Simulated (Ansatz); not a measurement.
## Li2Se, pressure series

Base system: Li$_{2}$Se in the anti-fluorite structure (space group Fm-3m, No. 225; a = 5.945 Å).

Cell and atoms are relaxed at each pressure.

Level of theory: Ansatz (an electronic-structure program) PBEsol, scalar-relativistic without spin-orbit coupling.

| pressure (GPa) | band gap (eV) |
|---|---|
| -2 | 2.87 |
| -1 | 2.84 |
| 0 | 2.82 |
| 0.3 | 2.81 |
| 0.7 | ? |
| 1.5 | 2.78 |
| 5 | 2.69 |
| 7.5 | 2.63 |
| 10 | 2.58 |

Question: Fit E_g = E₀ + αP + βP² to the rows shown and predict the withheld row.

Answer: Least squares on the printed values gives E₀ = 2.82 eV, α = -26.4 meV/GPa, β = 0.25 meV/GPa² (largest residual 0.00 eV); this predicts 2.80 eV, and the run gives 2.80 eV, in agreement.

Load acts through the strain it causes; cell and atoms are relaxed under it. Whether these cells are dynamically stable was not tested. Competing high-pressure phases were not computed.
